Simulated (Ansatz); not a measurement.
**Candidate structures of Yb**

These are results of Ansatz 0.2.0, DFT, PBE, all-electron LAPW, scalar-relativistic, not measurements.

Each cell is taken as listed (from a database or a relaxation; residual pressures are under 0.6 GPa and forces under 0.08 eV/Å), on meshes of about 0.2 Å⁻¹ spacing; energies are extrapolated to zero smearing, with no zero-point or thermal terms. Other structures, the observed one among them, may be missing from this set and lie lower. No run is spin-polarised.

Semilocal functionals without a Hubbard term describe localised f shells poorly; where the shell is localised, the real material differs.

Spin–orbit coupling is left out, though it moves levels of the heavy atoms by tenths of an eV or more.

(1) Order the structures by energy per atom, lowest first, and give the differences.
A.
Space group Pm-3m (No. 221). a = 3.388 Å, b = 3.388 Å, c = 3.388 Å, α = 90.00°, β = 90.00°, γ = 90.00°
```tsv
atom	site	symmetry	x	y	z
Yb	1a	m-3m	0.0000	0.0000	0.0000
```
(sc type, relaxed by us; 10×10×10 mesh on the primitive cell, smearing 0.05 eV, P = 0.0 GPa)
B.
```
Yb
1.0
     0.00000    2.61128    2.61128
     2.61128    0.00000    2.61128
     2.61128    2.61128    0.00000
Yb
1
Cartesian
  0.0000 0.0000 0.0000
```
(fcc type, relaxed by us; 13×13×13 mesh on the primitive cell, smearing 0.05 eV, P = 0.0 GPa)
C.
```cif
data_structure
_symmetry_space_group_name_H-M 'Im-3m'
_symmetry_Int_Tables_number 229
_cell_length_a 4.1046
_cell_length_b 4.1046
_cell_length_c 4.1046
_cell_angle_alpha 90.000
_cell_angle_beta 90.000
_cell_angle_gamma 90.000
_cell_volume 69.16
loop_
_atom_site_label
_atom_site_type_symbol
_atom_site_symmetry_multiplicity
_atom_site_Wyckoff_symbol
_atom_site_fract_x
_atom_site_fract_y
_atom_site_fract_z
_atom_site_occupancy
Yb1 Yb 2 a 0.00000 0.00000 0.00000 1
```
(bcc type, relaxed by us; 15×15×15 mesh on the primitive cell, smearing 0.05 eV, P = 0.0 GPa)

## Answers

(1) C (0 meV/atom), B (10 meV/atom), A (518 meV/atom).
